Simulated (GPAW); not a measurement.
The system is CdF2.

```
CELL_PARAMETERS angstrom
0.00000 2.69400 2.69400
2.69400 0.00000 2.69400
2.69400 2.69400 0.00000
ATOMIC_POSITIONS crystal
Cd 0.00000 0.00000 0.00000
F 0.75000 0.75000 0.75000
F 0.25000 0.25000 0.25000
```

Base run:

* Program: GPAW 26.7.0
* Functional: PBE
* Potentials or basis: GPAW PAW data sets (gpaw-data 1.2.1)
* Cutoff: 800 eV
* Basis: pw
* k mesh: 9 × 9 × 9
* Occupations: fermi-dirac, width 0.05 eV
* Spin: no spin polarisation

Its results: band gap on the k mesh 3.10 eV, indirect (least direct gap 3.54 eV); pressure 3.6 GPa.

Q: After a change of settings the same cell gave: band gap on the k mesh 3.79 eV, indirect (least direct gap 4.23 eV); pressure -1.8 GPa. Which change was it?
A. functional from PBE to PBEsol; potentials or basis from GPAW PAW data sets (gpaw-data 1.2.1) to PAW data sets generated in the run's folder for this functional
B. functional from PBE to r2SCAN
C. functional from PBE to LDA; potentials or basis from GPAW PAW data sets (gpaw-data 1.2.1) to the program's PAW data sets (release 1.2.1) made for this functional

A: B.

r2SCAN gives the wider gap, since meta-GGAs in the generalised Kohn-Sham scheme recover part of the derivative discontinuity.

Caveats: the PAW data sets were made with another functional, which shifts forces and pressure a little (some runs).

Not every run made on this cell is shown here.
